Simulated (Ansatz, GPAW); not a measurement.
This is a calculation of Pt for Ansatz 0.2.0. 

File input.yaml:

```yaml
crystal:
  lattice:
    - [0.0, 1.9609, 1.9609]
    - [1.9609, 0.0, 1.9609]
    - [1.9609, 1.9609, 0.0]
  atoms:
    - { symbol: Pt, position: [0.0, 0.0, 0.0] }
kpoints:
  mp_grid: { grid: [12, 12, 12] }
scf:
  occupations: { method: gaussian, width: 0.021 }
hamiltonian:
  xc: pbe
  pseudopotentials: { kind: all_electron, lapw: { basis_error: 0.001 } }
output:
  forces: true
  stress: true
  eigenvalues: true
```

Potentials or basis: all-electron LAPW, scalar-relativistic.

The run is started by

```console
$ ansatz run input.yaml --threads 1 --pin off --max-ram 3072MiB --backend cpu --events-out ev --progress --plain --runs-dir out
```

**Question.** Set up the same calculation for GPAW 26.7.0 (ASE script). Potentials or basis there: GPAW PAW data sets (gpaw-data 1.2.1), cutoff 600 eV.

**Answer.** As run (cutoffs and basis follow the program's own potentials, and thresholds, step limits or extra output files can differ):

run.py

```python
from ase.dft.bandgap import bandgap
from ase.io import read, write
from ase.units import GPa
from gpaw import GPAW, PW

atoms = read('POSCAR')

calc = GPAW(mode=PW(600),
            xc='PBE',
            kpts={'size': (12, 12, 12), 'gamma': True},
            occupations={'name': 'methfessel-paxton', 'order': 0, 'width': 0.020999999999999998},
            nbands=17,
            convergence={'density': 1e-05, 'energy': 1e-05},
            maxiter=150,
            txt='gpaw.txt')
atoms.calc = calc
energy = atoms.get_potential_energy()
forces = atoms.get_forces()
stress = atoms.get_stress()
calc.write('gs.gpw')
write('result.traj', atoms)
print(f'Energy: {energy:.6f} eV')
print('Forces (eV/A):')
print(forces.round(4))
print('Stress (GPa):', (stress / GPa).round(3))
print('Fermi level:', round(calc.get_fermi_level(), 4), 'eV')
print(f'Gap: {bandgap(calc)[0]:.4f} eV, direct: {bandgap(calc, direct=True)[0]:.4f} eV')
```

The input POSCAR:

```
Pt
1.0
    0.0000000000      1.9609000000      1.9609000000
    1.9609000000      0.0000000000      1.9609000000
    1.9609000000      1.9609000000      0.0000000000
Pt
1
Direct
    0.0000000000      0.0000000000      0.0000000000
```

Potentials or basis: GPAW PAW data sets (gpaw-data 1.2.1), pw.

Command:

```console
$ OMP_NUM_THREADS=1 python run.py
```

Both were run:

|  | Ansatz | GPAW |
| --- | --- | --- |
| Pressure | 10.2 GPa | 9.7 GPa |

Where Ansatz's input types no cutoff or centring, it takes its own default and a Γ-centred mesh.

The two runs disagree by more than potentials and bases usually give (in gap, levels, pressure or energy); the cause wasn't traced.

The cell lies far from this level's equilibrium.

Pressure is positive in compression.
